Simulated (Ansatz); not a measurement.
# SiO₂: stiffness from a series of strains

```xyz
6
Lattice="4.1801 0.0000 0.0000 0.0000 4.1801 0.0000 0.0000 0.0000 2.6678" Properties=species:S:1:pos:R:3 pbc="T T T"
Si    0.0000    0.0000    0.0000
Si    2.0901    2.0901    1.3339
O     1.2820    1.2820    0.0000
O     0.8080    3.3721    1.3339
O     2.8981    2.8981    0.0000
O     3.3721    0.8080    1.3339
```

Atoms are numbered in the order listed.

The cell is COD entry 9001276, as deposited and not checked against the literature; nothing was relaxed.

These are results of DFT, PBEsol, all-electron LAPW, scalar-relativistic in Ansatz 0.2.0, not measurements.

Numerical set-up: a Γ-centred 6×6×9 k mesh, Fermi–Dirac smearing of 0.03 eV, basis error target 1 meV/atom, no spin polarisation.

The strain is applied along the Cartesian axes of the cell as listed (the other components stay zero). Fractional coordinates are held (clamped ions).

σ is the change of stress from the unstrained cell, which is at 3.89 GPa; tension is positive, so slopes are stress–strain coefficients at that pressure.

Only quantities that a quadratic follows smoothly over the whole series are listed; rougher ones are left out.

```csv
εxx = εyy,σzz (GPa),σxx (GPa)
-0.0300,-14.20,-25.00
-0.0200,-8.98,-15.87
-0.0100,-4.26,-7.56
0.0000,0.00,0.00
0.0100,3.83,6.86
0.0300,10.34,18.71
```

Question: Fit the series and read off the stiffness at zero strain.

Answer: Least-squares fits y = p0 + p1 x + p2 x² to the rows give σzz (GPa): p1 = 408, p2 = -2100; σxx (GPa): p1 = 727, p2 = -3500. So C13 + C23 = 408 GPa and C11 + C12 = 727 GPa, for these axes.

Question: One run, at εxx = εyy = 0.0200, is withheld. Predict its row.

Answer: The fits give 7.31, 13.16; the run gave 7.27, 13.08.
